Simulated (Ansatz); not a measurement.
# W: strain energy, fitted

W, Im-3m, a = 3.184 Å. Ansatz: PBE, PAW, 420 eV, Γ-centred 16×16×16 mesh on 2 atoms, Gaussian smearing 0.10 eV; no spin polarisation. Series: biaxial strain in the a-b plane, c and atoms relaxed; x is the strain in per cent. y is the free energy over the unstrained cell, V0 = 16.133 Å³/atom.

| x (%) | y (meV/atom) |
| --- | --- |
| -3.0 | 51.34 |
| -2.0 | 22.11 |
| -1.0 | ? |
| 0.0 | 0.00 |
| 1.0 | 5.03 |
| 2.0 | 20.44 |
| 3.0 | 46.14 |

Question: Fit y = c2 x² + c3 x³ to the other rows, turn c2 into a modulus, and predict the missing energy.

Answer: Least squares on the rows shown. y = 5.3982 x² − 0.097119 x³. In eV per unit strain² c2 is 53.98; M is the biaxial modulus (E = M V0 ε²): 53.98 × 160.2 / (16.133) = 536 GPa. At x = -1.0 the fit asked for gives 5.50 meV/atom. The run gave 5.32 meV/atom, so the fit is 0.18 meV/atom too high, within the rms miss on the fitted rows (0.26 meV/atom).

Spin–orbit coupling is left out, which can shift energies with elements as heavy as these.

Cost: 7 runs of about 3.1 core-minutes in all, on Intel Xeon 6975P-C (Granite Rapids) (shared hosts).